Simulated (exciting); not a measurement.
# CdSe: single point with LDA

Crystal: CdSe.

```xyz
2
Lattice="0.0000 2.8740 2.8740 2.8740 0.0000 2.8740 2.8740 2.8740 0.0000" Properties=species:S:1:pos:R:3 pbc="T T T"
Cd    0.0000    0.0000    0.0000
Se    2.8740    2.8740    2.8740
```

Measurements of this composition are mostly on another form, of space group No. 186.

```json
{
 "Program": "exciting (release sodium)",
 "Task": "single point",
 "Functional": "LDA",
 "Potentials or basis": "all-electron LAPW+lo, shipped species files, valence relativity iora*",
 "rgkmax": "9",
 "k mesh": "8 × 8 × 8",
 "Occupations": "gaussian, width 0.1 eV",
 "Spin": "no spin polarisation"
}
```

```json
{
  "Band gap on the k mesh": "none (metal or under the smearing width)",
  "Density of states at the Fermi level": "0.44 states/eV per cell"
}
```

Levels at points of the mesh, in eV from the Fermi level:
| k point | band 15 | band 16 | band 17 | band 18 | band 19 | band 20 |
| --- | --- | --- | --- | --- | --- | --- |
| (0.00, 0.00, 0.00) | -0.69 | -0.69 | -0.69 | -0.24 | 8.64 | 8.64 |
| (0.50, 0.00, 0.00) | -5.06 | -0.10 | -0.10 | 2.79 | 5.07 | 5.07 |
| (0.50, 0.50, 0.00) | -4.17 | -2.13 | -2.13 | -0.73 | 5.40 | 9.43 |

Run time: 2.9 min on 1 thread of Arm Neoverse V1, on a shared host, peak memory 0.14 GiB.

Caveat: the log's total energy holds no entropy term; the free energy is that total less TS from the occupations.
